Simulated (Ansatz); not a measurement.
# TlCl (database structure): how the settings move a single-point run

How sensitive is a single-point run of TlCl (database structure) to its settings? A reference run comes first, then four runs with altered input.

The COD entry's cell or inner coordinates are ideal or old and differ from later refinements, so a difference from it is no clean test against experiment.

Computed with Ansatz 0.2.0 (reference: DFT PBE, plane waves, PAW, scalar-relativistic, no spin polarisation, unless a step's input says otherwise).

**1. The system as given**

The structure is cubic, space group Pm-3m (No. 221). The conventional cell has a = 3.895 Å, b = 3.895 Å, c = 3.895 Å, α = 90.00°, β = 90.00°, γ = 90.00°. Tl (site symmetry m-3m) is surrounded by 8 Cl at 3.37 Å. Cl (site symmetry m-3m) is surrounded by 8 Tl at 3.37 Å.

Coordinates:

```cif
data_structure
_symmetry_space_group_name_H-M 'Pm-3m'
_symmetry_Int_Tables_number 221
_cell_length_a 3.8947
_cell_length_b 3.8947
_cell_length_c 3.8947
_cell_angle_alpha 90.000
_cell_angle_beta 90.000
_cell_angle_gamma 90.000
_cell_volume 59.08
loop_
_atom_site_label
_atom_site_type_symbol
_atom_site_symmetry_multiplicity
_atom_site_Wyckoff_symbol
_atom_site_fract_x
_atom_site_fract_y
_atom_site_fract_z
_atom_site_occupancy
Tl1 Tl 1 a 0.00000 0.00000 0.00000 1
Cl1 Cl 1 b 0.50000 0.50000 0.50000 1
```

**2. Reference**

Contents of input.yaml:

```yaml
crystal:
  lattice:
    - [3.894742, 0.0, 0.0]
    - [0.0, 3.894742, 0.0]
    - [0.0, 0.0, 3.894742]
  atoms:
    - { symbol: Tl, position: [0.0, 0.0, 0.0] }
    - { symbol: Cl, position: [0.5, 0.5, 0.5] }
  symmetry: { tolerance: 0.0003 }
kpoints:
  mp_grid: { grid: [5, 5, 5], shift: [0, 0, 0] }
magnetization:
  spin_polarized: false
scf:
  occupations: { method: cold, width: 0.0164 }
hamiltonian:
  pseudopotentials: { kind: paw }
  xc: pbe
basis:
  ecutwfc: 420
output:
  forces: true
  stress: true
  eigenvalues: true
```

On the command line:

```
$ ansatz run input.yaml --threads 1 --pin off --max-ram 2560MiB --backend cpu --events-out ev --progress --plain --runs-dir out
```

**3. Changing settings: ecutwfc 400 eV**

Edit input.yaml of step 2 so:

```diff
@@ -19,3 +19,3 @@
 basis:
-  ecutwfc: 420
+  ecutwfc: "400 eV"
 output:
```

**4. Variant: starting moments, spin_polarized true, chi_scale 0.1**

Contents of input.yaml:

```yaml
crystal:
  lattice:
    - [3.894742, 0.0, 0.0]
    - [0.0, 3.894742, 0.0]
    - [0.0, 0.0, 3.894742]
  atoms:
    - { symbol: Tl, position: [0.0, 0.0, 0.0], spin: 0.2 }
    - { symbol: Cl, position: [0.5, 0.5, 0.5], spin: 0.2 }
  symmetry: { tolerance: 0.0003 }
kpoints:
  mp_grid: { grid: [5, 5, 5], shift: [0, 0, 0] }
magnetization:
  spin_polarized: true
scf:
  occupations: { method: cold, width: 0.0164 }
  initial_density: { chi_scale: 0.1 }
hamiltonian:
  pseudopotentials: { kind: paw }
  xc: pbe
basis:
  ecutwfc: 420
output:
  forces: true
  stress: true
  eigenvalues: true
  write_density: true
  write_potential: true
  elf: true
  volumetric_format: npy
```

**5. Variant: eigensolver.kind davidson**

Edit input.yaml of step 2 so:

```diff
@@ -15,2 +15,3 @@
   occupations: { method: cold, width: 0.0164 }
+  eigensolver: { kind: davidson }
 hamiltonian:
@@ -24 +25,5 @@
   eigenvalues: true
+  write_density: true
+  write_potential: true
+  elf: true
+  volumetric_format: npy
```

**6. Variant: scf.algorithm direct_min, mixing.algorithm msr1, mixing.beta 0.05, ecutwfc 450 eV**

Edit input.yaml of step 2 so:

```diff
@@ -15,2 +15,4 @@
   occupations: { method: cold, width: 0.0164 }
+  algorithm: direct_min
+  mixing: { algorithm: msr1, beta: 0.05 }
 hamiltonian:
@@ -19,3 +21,3 @@
 basis:
-  ecutwfc: 420
+  ecutwfc: "450 eV"
 output:
@@ -24 +26,5 @@
   eigenvalues: true
+  write_density: true
+  write_potential: true
+  elf: true
+  volumetric_format: npy
```

Before running it: what results should come out? Wanted: for each run, ending; energy change; pressure; gap; force.

The runs gave:

```tsv
run	ending	energy change	pressure (GPa)	gap (eV)	force (eV/Å)	cycles	time
reference	converged	0	0.1	2.93	0.00	10	0.97 s
1: ecutwfc 400 eV	converged	+0.3 meV/atom	0.1	2.93	0.00	10	0.91 s
2: starting moments, spin_polarized true, chi_scale 0.1	converged	0.0 meV/atom	0.1	2.93	0.00	13	2.5 s
3: eigensolver.kind davidson	converged	0.0 meV/atom	0.1	2.93	0.00	5	1.1 s
4: scf.algorithm direct_min, mixing.algorithm msr1, mixing.beta 0.05, ecutwfc 450 eV	converged	-0.4 meV/atom	0.1	2.93	0.00	6	1.9 s
```

Times don't compare one to one where runs were asked for different outputs or read a saved state (see the inputs); cycles may leave out searches for a lower state.

Residual by cycle in the longest SCF loop of each run; runs are numbered as in the table. The quantity is the density residual dr2, in eV.

```tsv
cycle	reference	run 1	run 2	run 3	run 4
1	1.9e-4	1.8e-4	1.65	4.7e-4	4.8e-4
2	0.00138	0.00132	0.109	6.4e-5	9.1e-5
3	5.5e-4	5.3e-4	0.0163	3.3e-6	2.8e-6
4	1.7e-4	1.4e-4	0.00217	1.6e-7	3.1e-8
5	1.9e-5	1.4e-5	9.5e-5	9.2e-9	1.9e-10
6	8.6e-5	2.2e-4	3.4e-6	-	1.3e-10
8	1.4e-5	8.4e-7	8.0e-7	-	-
9	4.6e-6	4.0e-7	5.9e-7	-	-
10	1.9e-11	2.5e-9	8.4e-9	-	-
11	-	-	1.3e-9	-	-
12	-	-	2.3e-11	-	-
13	-	-	1.7e-13	-	-
```

**Reading.** Of the converged runs whose energies compare with the reference's, «scf.algorithm direct_min, mixing.algorithm msr1, mixing.beta 0.05, ecutwfc 450 eV» moves the energy most (-0.4 meV/atom). Run 1 ran under the cutoff that the potentials recommend, as the log warns, so basis error is mixed into its values. The gap of the reference lacks spin-orbit coupling, though the cell holds Tl.

The reference has limits of its own: spin-orbit coupling, which can shrink the gap with elements this heavy, is left out.

The gaps are Kohn-Sham values of a semilocal functional, not quasiparticle or optical gaps. Such gaps usually fall short of the measured ones; spin-orbit coupling, left out here, narrows gaps with Tl, so the two errors partly cancel.
